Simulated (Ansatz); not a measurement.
# Li2S: short molecular dynamics of a 24-atom cell, part 2 of 2

Aim: follow the atoms of Li2S (Fm-3m) in time, from their lattice sites. Runs: r2SCAN, 30 steps of 1 fs under a Nosé-Hoover thermostat at 1000 K; PBE, 30 steps of 1 fs under a Langevin thermostat at 2200 K. The cell is a 2×2×2 supercell of the structure relaxed with r2SCAN.

Ansatz 0.2.0, plane waves. Earlier steps stand in the parts before.

## 8. Frames from the trajectory

The COD entry's cell or inner coordinates are ideal or old and differ from later refinements, so a difference from it is no clean test against experiment.

Extended XYZ, with forces in eV/Å:

```xyz
24
Lattice="0.000 5.691 5.691 5.691 0.000 5.691 5.691 5.691 0.000" Properties=species:S:1:pos:R:3:forces:R:3 pbc="T T T" time_fs=8.0 T=1570 dE=1.4227
Li    1.562    1.576    1.176   -0.960   -0.934    0.645
Li    4.081    4.203    4.436    0.825    0.808   -0.595
S     0.021   -0.019   -0.043   -0.128    0.271    0.156
Li    4.170    4.096    1.433    0.575    0.803    0.104
Li    7.026    7.100    4.073    0.192   -0.249    0.221
S     2.941    2.796   -0.016   -0.310    0.244   -0.378
Li    4.231    1.682    4.309    0.134   -1.001   -0.209
Li    7.315    4.194    7.311   -0.704    0.149   -0.455
S     2.925   -0.028    2.909   -0.372    0.200   -0.286
Li    7.055    4.051    4.396    0.079    0.998   -0.123
Li    9.914    7.171    7.146    0.175   -0.447   -0.160
S     5.685    2.942    2.861   -0.454   -0.150   -0.321
Li    1.532    4.288    4.329   -0.640    0.166    0.009
Li    4.061    7.118    7.083    0.870   -0.586    0.354
S    -0.068    2.870    2.735    0.631   -0.336    0.428
Li    4.359    7.008    4.292   -0.130   -0.033   -0.172
Li    7.103    9.955    7.099   -0.004    0.348    0.149
S     2.758    5.709    2.884    0.620    0.045    0.166
Li    4.269    4.232    7.104    0.112    0.417    0.082
Li    6.934    7.343    9.870    0.411   -1.141    0.318
S     2.879    2.886    5.701   -0.798   -0.451    0.429
Li    7.112    7.048    7.213   -0.307    0.078   -0.458
Li    9.922    9.795    9.954    0.339    0.683   -0.161
S     5.747    5.639    5.655   -0.157    0.117    0.258
24
Lattice="0.000 5.691 5.691 5.691 0.000 5.691 5.691 5.691 0.000" Properties=species:S:1:pos:R:3:forces:R:3 pbc="T T T" time_fs=15.0 T=912 dE=3.3537
Li    1.644    1.640    1.067   -1.600   -1.332    0.816
Li    3.974    4.231    4.537    1.379    1.303   -1.051
S     0.024   -0.029   -0.097   -0.052    0.521    0.333
Li    4.094    4.010    1.430    1.117    1.224    0.350
Li    6.978    7.039    3.886    0.252   -0.278    0.429
S     3.047    2.767   -0.036   -0.706    0.207   -0.653
Li    4.193    1.811    4.338    0.245   -1.334   -0.408
Li    7.437    4.152    7.413   -1.137    0.012   -0.643
S     2.979   -0.056    2.947   -0.500    0.370   -0.452
Li    7.032    3.885    4.524    0.019    1.692   -0.117
Li    9.992    7.182    7.152   -0.188   -0.689   -0.399
S     5.658    3.038    2.885   -0.595   -0.227   -0.481
Li    1.575    4.322    4.329   -0.921    0.077    0.229
Li    3.959    7.077    7.088    1.338   -0.805    0.572
S    -0.124    2.883    2.670    1.436   -0.576    0.766
Li    4.426    6.930    4.331   -0.315    0.084   -0.358
Li    7.103   10.027    7.139    0.024    0.259    0.085
S     2.719    5.718    2.906    0.997    0.251    0.247
Li    4.338    4.228    7.110   -0.158    0.646   -0.106
Li    6.821    7.445    9.855    0.615   -1.922    0.316
S     2.892    2.927    5.723   -1.318   -0.784    0.951
Li    7.051    6.974    7.233   -0.255    0.304   -0.521
Li    9.908    9.696    9.905    0.484    1.013   -0.190
S     5.788    5.632    5.647   -0.162   -0.017    0.287
24
Lattice="0.000 5.691 5.691 5.691 0.000 5.691 5.691 5.691 0.000" Properties=species:S:1:pos:R:3:forces:R:3 pbc="T T T" time_fs=22.0 T=1093 dE=4.0921
Li    1.638    1.616    1.049   -1.216   -0.994    0.457
Li    3.962    4.374    4.613    1.065    0.632   -0.838
S    -0.001   -0.037   -0.132    0.008    0.619    0.446
Li    4.053    4.002    1.423    1.352    1.241    0.531
Li    6.918    6.962    3.731    0.372   -0.242    0.613
S     3.134    2.764   -0.059   -1.364   -0.586   -0.090
Li    4.151    1.889    4.389    0.125   -1.202   -0.586
Li    7.492    4.113    7.472   -1.226   -0.167   -0.713
S     3.016   -0.075    2.969   -0.634    0.348   -0.333
Li    6.981    3.864    4.643    0.261    1.327   -0.277
Li   10.049    7.135    7.089   -0.468   -0.568   -0.358
S     5.621    3.131    2.929   -0.513   -0.394   -0.410
Li    1.609    4.360    4.306   -1.009   -0.169    0.513
Li    3.931    6.950    7.129    1.261   -0.197    0.132
S    -0.164    2.868    2.644    2.049   -1.033    0.866
Li    4.456    6.837    4.311   -0.521    0.457   -0.370
Li    7.061   10.112    7.163    0.169   -0.018    0.091
S     2.685    5.734    2.908    1.090    0.440    0.131
Li    4.446    4.245    7.152   -0.659    0.746   -0.452
Li    6.668    7.409    9.873    0.766   -1.705    0.092
S     2.871    2.970    5.781   -1.053   -0.421    0.705
Li    6.924    6.929    7.224    0.077    0.523   -0.330
Li    9.962    9.613    9.892    0.350    1.241   -0.222
S     5.818    5.608    5.634   -0.281    0.122    0.402
24
Lattice="0.000 5.691 5.691 5.691 0.000 5.691 5.691 5.691 0.000" Properties=species:S:1:pos:R:3:forces:R:3 pbc="T T T" time_fs=30.0 T=1319 dE=4.3413
Li    1.566    1.535    1.109   -0.404   -0.401    0.043
Li    4.042    4.596    4.593    0.023   -0.945   -0.351
S    -0.032   -0.032   -0.138   -0.227    0.293    0.671
Li    4.086    4.068    1.455    0.789    0.684    0.097
Li    6.849    6.840    3.674    0.694    0.006    0.624
S     3.194    2.732   -0.092   -1.526   -0.864    0.770
Li    4.210    1.994    4.388   -0.533   -0.775   -0.276
Li    7.468    4.023    7.474   -0.680   -0.036   -0.487
S     3.037   -0.116    2.963   -0.892    0.280    0.092
Li    6.957    3.941    4.734    0.739   -0.036   -0.812
Li   10.002    7.014    6.974   -0.490    0.188    0.093
S     5.548    3.228    2.981    0.244   -0.886   -0.037
Li    1.585    4.397    4.292   -0.681   -0.513    0.631
Li    4.003    6.759    7.182    0.844    0.865   -0.638
S    -0.164    2.871    2.651    2.061   -1.846    0.638
Li    4.498    6.697    4.201   -0.727    1.373   -0.295
Li    6.954   10.238    7.186    0.500   -0.559    0.164
S     2.667    5.755    2.909    0.683    0.300   -0.361
Li    4.581    4.297    7.189   -1.144    0.508   -0.735
Li    6.588    7.158    9.909    0.921   -0.077   -0.685
S     2.835    3.055    5.836   -0.337   -0.162    0.038
Li    6.808    6.867    7.110    0.675    0.962    0.178
Li   10.057    9.636    9.917   -0.002    0.984   -0.079
S     5.853    5.572    5.595   -0.530    0.656    0.717
```

## 9. Summary of results

What follows sums up all 2 parts.

| quantity | value |
| --- | --- |
| run 1: length | 30 steps of 1 fs |
| run 1: temperature, first and last step | 1000 and 298 K |
| run 1: temperature, second half | mean 264 K, from 207 to 405 K |
| run 1: potential energy, second half | +92 meV/atom from this run's first step |
| run 1: largest change of the conserved energy | 0.11 meV/atom |
| run 1: mean square displacement, second half | Li 0.106, S 0.012 Å² |
| run 2: length | 30 steps of 1 fs |
| run 2: temperature, first and last step | 2108 and 1319 K |
| run 2: temperature, second half | mean 1094 K, from 912 to 1319 K |
| run 2: potential energy, second half | +167 meV/atom from this run's first step |
| run 2: mean square displacement, second half | Li 0.164, S 0.053 Å² |

**Reading.** Run 1: Against a set 1000 K the second half averages 264 K with a spread of 56 K (in equilibrium 24 atoms would scatter by about 170 K, over a far longer run); 92 meV/atom has gone into potential energy, and a thermostat that acts over some 100 fs has not made it up in 30 fs. The conserved energy strays from its start by at most 0.11 meV/atom, 0.2 % of the mean kinetic energy, so a step of 1 fs is short enough over this time. No atom gets farther than 0.54 Å from its start, with the drift of the whole removed, against a typical distance of 2.5 Å between sites at the start. Run 2: Against a set 2200 K the second half averages 1094 K, going from 912 to 1319 K over that half; 167 meV/atom has gone into potential energy, and a thermostat that acts over some 100 fs has not made it up in 30 fs. No atom gets farther than 0.71 Å from its start, with the drift of the whole removed, against a typical distance of 2.5 Å between sites at the start. A run of 30 fs with 24 atoms shows the motion but fixes no equilibrium value.
